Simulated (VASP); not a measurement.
# Nd (Im-3m) in VASP: notebook

Runs on Nd. Level: PBE. Tasks: single point.

Everything below comes from runs of VASP 6.6.1. Logs are shortened: lines on timing, memory, paths and dates and some standing lists are left out, and cuts for length are marked.

## 1. The structure

Symmetry: Im-3m, No. 229, cubic system. Conventional cell: a = 4.151 Å, b = 4.151 Å, c = 4.151 Å, α = 90.00°, β = 90.00°, γ = 90.00°. Around Nd (site symmetry m-3m) lie 8 Nd at 3.59 Å.

This isn't the form of Nd at room conditions, which is double hcp.

## 2. Single point, PBE, collinear spin, ferromagnetic start

Input file INCAR:

```
SYSTEM = Nd
  ADDGRID = .False.
  ALGO = Normal
  EDIFF = 1E-8
  ENCUT = 900
  GGA = PE
  ISIF = 2
  ISMEAR = -1
  ISPIN = 2
  LASPH = .True.
  LCHARG = .False.
  LMAXMIX = 6
  LORBIT = 11
  LREAL = .False.
  LWAVE = .False.
  MAGMOM = 3
  NBANDS = 16
  NELM = 100
  PREC = Accurate
  SIGMA = 0.05
```

Input file KPOINTS:

```
k-points
0
Gamma
  11 11 11
  0 0 0
```

Input file POSCAR:

```
Nd
1.0
   -2.0754700287      2.0754700287      2.0754700287
    2.0754700287     -2.0754700287      2.0754700287
    2.0754700287      2.0754700287     -2.0754700287
Nd
1
Direct
    0.0000000000      0.0000000000      0.0000000000
```

Potentials or basis: VASP PAW PBE potentials, release 64 (Nd_3), 4f in core.

The run is started by

```sh
> cat potpaw_PBE.64/Nd_3/POTCAR > POTCAR
> mpirun -np 1 vasp_std > vasp.out
```

OUTCAR:

```text
SYSTEM = Nd
   EDIFF = 1E-8
   ENCUT = 900
   GGA = PE
   ISIF = 2
   ISMEAR = -1
   ISPIN = 2
   LASPH = .True.
   LORBIT = 11
   LREAL = .False.
   NELM = 100
   PREC = Accurate

 ion  position               nearest neighbor table
   1  0.000  0.000  0.000-

  LATTYP: Found a body centered cubic cell.
 ALAT       =     4.1509400574

  Lattice vectors:

 A1 = (  -2.0754700287,   2.0754700287,   2.0754700287)
 A2 = (   2.0754700287,  -2.0754700287,   2.0754700287)
 A3 = (   2.0754700287,   2.0754700287,  -2.0754700287)

Analysis of symmetry for initial positions (statically):
=====================================================================
 Subroutine PRICEL returns:
 Original cell was already a primitive cell.

 Routine SETGRP: Setting up the symmetry group for a
 body centered cubic supercell.

 Subroutine GETGRP returns: Found 48 space group operations
 (whereof 48 operations were pure point group operations)
 out of a pool of 48 trial point group operations.

The static configuration has the point symmetry O_h .

Analysis of symmetry for dynamics (positions and initial velocities):
=====================================================================
 Subroutine PRICEL returns:
 Original cell was already a primitive cell.

 Routine SETGRP: Setting up the symmetry group for a
 body centered cubic supercell.

 Subroutine GETGRP returns: Found 48 space group operations
 (whereof 48 operations were pure point group operations)
 out of a pool of 48 trial point group operations.

The dynamic configuration has the point symmetry O_h .

Analysis of structural, dynamic, and magnetic symmetry:
=====================================================================
 Subroutine PRICEL returns:
 Original cell was already a primitive cell.

 Routine SETGRP: Setting up the symmetry group for a
 body centered cubic supercell.

 Subroutine GETGRP returns: Found 48 space group operations
 (whereof 48 operations were pure point group operations)
 out of a pool of 48 trial point group operations.

The overall configuration has the point symmetry O_h .

 Subroutine INISYM returns: Found 48 space group operations
 (whereof 48 operations are pure point group operations),
 and found     1 'primitive' translations

----------------------------------------------------------------------------------------

                                     Primitive cell

  volume of cell :      35.7610

  direct lattice vectors                    reciprocal lattice vectors
    -2.075470029  2.075470029  2.075470029     0.000000000  0.240909285  0.240909285
     2.075470029 -2.075470029  2.075470029     0.240909285  0.000000000  0.240909285
     2.075470029  2.075470029 -2.075470029     0.240909285  0.240909285  0.000000000

  length of vectors
     3.594819539  3.594819539  3.594819539     0.340697178  0.340697178  0.340697178

  position of ions in fractional coordinates (direct lattice)
     0.000000000  0.000000000  0.000000000

  ion indices of the primitive-cell ions
   primitive index   ion index
                 1           1

----------------------------------------------------------------------------------------

 KPOINTS: k-points

Automatic generation of k-mesh.
 Grid dimensions read from file:
 generate k-points for:   11   11   11

 Generating k-lattice:

  Cartesian coordinates                     Fractional coordinates (reciprocal lattice)
     0.000000000  0.021900844  0.021900844     0.090909091  0.000000000  0.000000000
     0.021900844  0.000000000  0.021900844     0.000000000  0.090909091  0.000000000
     0.021900844  0.021900844  0.000000000     0.000000000  0.000000000  0.090909091

  Length of vectors
     0.030972471  0.030972471  0.030972471

  Shift w.r.t. Gamma in fractional coordinates (k-lattice)
     0.000000000  0.000000000  0.000000000

 Subroutine IBZKPT returns following result:
 ===========================================

 Found     56 irreducible k-points:

 Following reciprocal coordinates:
            Coordinates               Weight
  0.000000  0.000000  0.000000      1.000000
  0.090909  0.000000  0.000000     12.000000
  0.181818  0.000000  0.000000     12.000000
  0.272727  0.000000  0.000000     12.000000
  0.363636  0.000000  0.000000     12.000000
  0.454545  0.000000  0.000000     12.000000
[... 16 lines left out ...]
  0.272727  0.181818  0.090909     48.000000
  0.363636  0.181818  0.090909     24.000000
 [... further k-points ...]
   k-points           NKPTS =     56   k-points in BZ     NKDIM =     56   number of bands    NBANDS=     16
   number of dos      NEDOS =    301   number of ions     NIONS =      1
   total plane-waves  NPLWV =  46656
   dimension x,y,z NGX =    36 NGY =   36 NGZ =   36
   dimension x,y,z NGXF=    72 NGYF=   72 NGZF=   72
   ions per type =               1
   NGX,Y,Z   is equivalent  to a cutoff of  16.65, 16.65, 16.65 a.u.
   NGXF,Y,Z  is equivalent  to a cutoff of  33.30, 33.30, 33.30 a.u.
 SYSTEM =  Nd
   PREC   = accura    normal or accurate (medium, high low for compatibility)
   ISTART =      0    job   : 0-new  1-cont  2-samecut
   ICHARG =      2    charge: 1-file 2-atom 10-const
   ISPIN  =      2    spin polarized calculation?
   LNONCOLLINEAR =      F non collinear calculations
   LSORBIT =      F    spin-orbit coupling
   LASPH  =      T    aspherical Exc in radial PAW
   ENCUT  =  900.0 eV  66.15 Ry    8.13 a.u.   8.79  8.79  8.79*2*pi/ulx,y,z
   NELM   =    100;   NELMIN=  2; NELMDL= -5     # of ELM steps
   EDIFF  = 0.1E-07   stopping-criterion for ELM
   LREAL  =      F    real-space projection
   EDIFFG = 0.1E-06   stopping-criterion for IOM
   NSW    =      0    number of steps for IOM
   IBRION =     -1    ionic relax: 0-MD 1-quasi-New 2-CG
   NFREE  =      0    steps in history (QN), initial steepest desc. (CG)
   ISIF   =      2    stress and relaxation
   ISYM   =      2    0-nonsym 1-usesym 2-fastsym
   POTIM  = 0.5000    time-step for ionic-motion
   TEBEG  =    0.0;   TEEND  =   0.0 temperature during run
   PSTRESS=    0.0 pullay stress
   NELECT =      11.0000    total number of electrons
   NUPDOWN=      -1.0000    fix difference up-down
   EMIN   =  10.00;   EMAX   =-10.00  energy-range for DOS
   EFERMI =   0.00;   METHOD = LEGACY
   ISMEAR =    -1;   SIGMA  =   0.05  broadening in eV -4-tet -1-fermi 0-gaus
   EFERMI_NEDOS =   21; number of points for ismear=-14 and -15
   IALGO  =     38    algorithm
   IMIX   =      4    mixing-type and parameters
     AMIX     =   0.40;   BMIX     =  1.00
     AMIX_MAG =   1.60;   BMIX_MAG =  1.00
  volume/ion in A,a.u.               =      35.76       241.33
  Fermi-wavevector in a.u.,A,eV,Ry     =   1.105103  2.088341 16.616139  1.221252
  Thomas-Fermi vector in A             =   2.241585
   LORBIT       =     11    0 simple, 1 ext, 2 COOP (PROOUT), +10 PAW based schemes
   GGA     = PE    functional components
   LHFCALC =     F    Hartree Fock is set to
   AEXX    =    0.0000 exact exchange contribution
   IVDW    =     0    specifies the selected vdW correction
   LEPSILON=     F    determine dielectric tensor
   LRPA    =     F    only Hartree local field effects (RPA)
 spin polarized calculation
  energy-cutoff  :      900.00
  volume of cell :       35.76
 maximum number of plane-waves:      2214
   NGX = 17   NGY = 17   NGZ = 17

 number of electron      11.0000000 magnetization       0.0000879

 number of electron      11.0000000 magnetization      -0.0000171

 Free energy of the ion-electron system (eV)
  ---------------------------------------------------
  ext. energy  EPLUGINS =         0.00000000
  ---------------------------------------------------
  free energy    TOTEN  =        -4.59509017 eV

  energy without entropy =       -4.57335515  energy(sigma->0) =       -4.58422266

 E-fermi :   3.3296     XC(G=0):  -9.5967

 val. band max:        3.3155893882   @ k =   0.1818   0.1818   0.0909
 cond. band min:       3.3358016871   @ k =   0.2727   0.1818   0.0000
 fundamental gap:      0.0202122989
 Fermi energy:         3.3296132260

 spin component 1

 k-point     1 :       0.0000    0.0000    0.0000
  band No.  band energies     occupation
      1     -34.6737      1.00000
      2     -15.3038      1.00000
      3     -15.3038      1.00000
      4     -15.3038      1.00000
      5      -0.6121      1.00000
      6       4.7706      0.00000
[... 8 lines left out ...]
     15      20.6425      0.00000
     16      22.3150      0.00000

 k-point     2 :       0.0909    0.0000    0.0000
  band No.  band energies     occupation
      1     -34.6643      1.00000
      2     -15.3886      1.00000
      3     -15.3293      1.00000
      4     -15.3045      1.00000
      5      -0.3698      1.00000
      6       4.5976      0.00000
[... 8 lines left out ...]
     15      19.6981      0.00000
     16      22.1801      0.00000
[... 387 lines left out ...]
      5       2.4247      1.00000
      6       3.2068      0.92107
[... 8 lines left out ...]
     15      19.0286      0.00000
     16      21.2498      0.00000

 k-point    24 :       0.3636    0.1818    0.0909
  band No.  band energies     occupation
      1     -34.5478      1.00000
      2     -16.1081      1.00000
      3     -15.7478      1.00000
      4     -15.4678      1.00000
      5       2.3988      1.00000
      6       3.1731      0.95814
[... 8 lines left out ...]
     15      18.4129      0.00000
     16      20.4778      0.00000

 [... further k-points ...]

 spin component 2

 k-point     1 :       0.0000    0.0000    0.0000
  band No.  band energies     occupation
      1     -34.6737      1.00000
      2     -15.3038      1.00000
      3     -15.3038      1.00000
      4     -15.3038      1.00000
      5      -0.6121      1.00000
      6       4.7706      0.00000
[... 8 lines left out ...]
     15      20.6425      0.00000
     16      22.3149      0.00000

 k-point     2 :       0.0909    0.0000    0.0000
  band No.  band energies     occupation
      1     -34.6643      1.00000
      2     -15.3886      1.00000
      3     -15.3293      1.00000
      4     -15.3045      1.00000
      5      -0.3698      1.00000
      6       4.5976      0.00000
[... 8 lines left out ...]
     15      19.6980      0.00000
     16      22.1801      0.00000
[... 387 lines left out ...]
      5       2.4247      1.00000
      6       3.2068      0.92109
[... 8 lines left out ...]
     15      19.0286      0.00000
     16      21.2498      0.00000

 k-point    24 :       0.3636    0.1818    0.0909
  band No.  band energies     occupation
      1     -34.5478      1.00000
      2     -16.1081      1.00000
      3     -15.7478      1.00000
      4     -15.4678      1.00000
      5       2.3988      1.00000
      6       3.1731      0.95815
[... 8 lines left out ...]
     15      18.4129      0.00000
     16      20.4778      0.00000

 [... further k-points ...]
[... 5 lines left out ...]
  --------------------------------------------------------------------------------------
  -------------------------------------------------------------------------------------
  Total       -0.0416276     -0.0416276     -0.0416276      0.0000000     -0.0000000     -0.0000000
  in kB       -1.8650168     -1.8650168     -1.8650168      0.0000000     -0.0000000     -0.0000000
  external PRESSURE =      -1.8650168 kB  Pullay stress =       0.0000000 kB

 VOLUME and BASIS-vectors are now :
 -----------------------------------------------------------------------------
  energy-cutoff  :      900.00
  volume of cell :       35.76
      direct lattice vectors                 reciprocal lattice vectors
    -2.075470029  2.075470029  2.075470029     0.000000000  0.240909285  0.240909285
     2.075470029 -2.075470029  2.075470029     0.240909285  0.000000000  0.240909285
     2.075470029  2.075470029 -2.075470029     0.240909285  0.240909285  0.000000000

 POSITION                                       TOTAL-FORCE (eV/Angst)
 -----------------------------------------------------------------------------------
      0.00000      0.00000      0.00000        -0.000000     -0.000000      0.000000
 -----------------------------------------------------------------------------------
    total drift:                               -0.000000      0.000000      0.000000

  FREE ENERGIE OF THE ION-ELECTRON SYSTEM (eV)
  ---------------------------------------------------
  free  energy   TOTEN  =        -4.5950901700 eV

  energy  without entropy=       -4.5733551540  energy(sigma->0) =       -4.58422266

 total charge

# of ion       s       p       d       tot
------------------------------------------
    1        2.154   5.774   0.953   8.881

 magnetization (x)

# of ion       s       p       d       tot
------------------------------------------
    1        0.000  -0.000  -0.000  -0.000
```

Run time: 3.7 min. Hardware: 1 thread of Intel Xeon Platinum 8488C (Sapphire Rapids), shared host; peak memory 0.32 GiB.

Results:

```yaml
Free_energy: -4.5951 eV
Pressure: -0.2 GPa
Band_gap_on_the_k_mesh: none (metal or under the smearing width)
Net_moment: 0.00 μB per cell
Valence_electrons_inside_the_program's_atomic_spheres: Nd 8.88
```

Caveat: the magnetic or orbital state may not be the lowest; spin-orbit coupling is left out, which moves the levels of the heavy elements; the 4f electrons are frozen in the core as for a trivalent ion, so they carry no moment and show no levels.

## 3. Single point, PBE, collinear spin, ferromagnetic start

Edit INCAR of step 2 so:

```diff
@@ -3,4 +3,4 @@
   ALGO = Normal
-  EDIFF = 1E-8
-  ENCUT = 900
+  EDIFF = 1E-6
+  ENCUT = 220
   GGA = PE
@@ -19,2 +19,2 @@
   PREC = Accurate
-  SIGMA = 0.05
+  SIGMA = 0.1
```

Input file KPOINTS:

```
k-points
0
Gamma
  2 2 2
  0 0 0
```

POSCAR is that of step 2.

Potentials or basis: VASP PAW PBE potentials, release 64 (Nd_3), 4f in core.

The run is started by

```sh
> cat potpaw_PBE.64/Nd_3/POTCAR > POTCAR
> mpirun -np 1 vasp_std > vasp.out
```

It took 5.4 s on 1 thread of Intel Xeon Platinum 8488C (Sapphire Rapids), shared host; peak memory 0.11 GiB.

These settings aren't checked as converged: the numbers below hold their error.

What came out:

```yaml
Free_energy: -6.3479 eV
Pressure: -15.8 GPa
Band_gap_on_the_k_mesh: none (metal or under the smearing width)
Net_moment: 0.70 μB per cell
Site_moments: Nd +0.40 μB
Valence_electrons_inside_the_program's_atomic_spheres: Nd 8.97
```

Caveat: the k mesh is coarse (spacing up to 1.07 Å⁻¹), so the values aren't converged; the magnetic or orbital state may not be the lowest; spin-orbit coupling is left out, which moves the levels of the heavy elements; the 4f electrons are frozen in the core as for a trivalent ion, so they carry no moment and show no levels.

## 4. Single point, PBE, collinear spin, ferromagnetic start

Edit INCAR of step 3 so:

```diff
@@ -4,3 +4,3 @@
   EDIFF = 1E-6
-  ENCUT = 220
+  ENCUT = 280
   GGA = PE
```

KPOINTS is that of step 3.

POSCAR is that of step 3.

The run is started by

```sh
> cat potpaw_PBE.64/Nd_3/POTCAR > POTCAR
> mpirun -np 1 vasp_std > vasp.out
```

Wall time 5.7 s (1 thread of Intel Xeon Platinum 8488C (Sapphire Rapids), shared host); peak memory 0.12 GiB.

The run converged, but some of its settings lie outside the range that counts as converged, so its numbers aren't taken as properties of the crystal.

Results:

```
Free energy                                           : -6.3422 eV
Pressure                                              : -15.7 GPa
Band gap on the k mesh                                : none (metal or under the smearing width)
Net moment                                            : 0.70 μB per cell
Site moments                                          : Nd +0.40 μB
Valence electrons inside the program's atomic spheres : Nd 8.97
```

Caveat: the k mesh is coarse (spacing up to 1.07 Å⁻¹), so the values aren't converged; the magnetic or orbital state may not be the lowest; spin-orbit coupling is left out, which moves the levels of the heavy elements; the 4f electrons are frozen in the core as for a trivalent ion, so they carry no moment and show no levels.
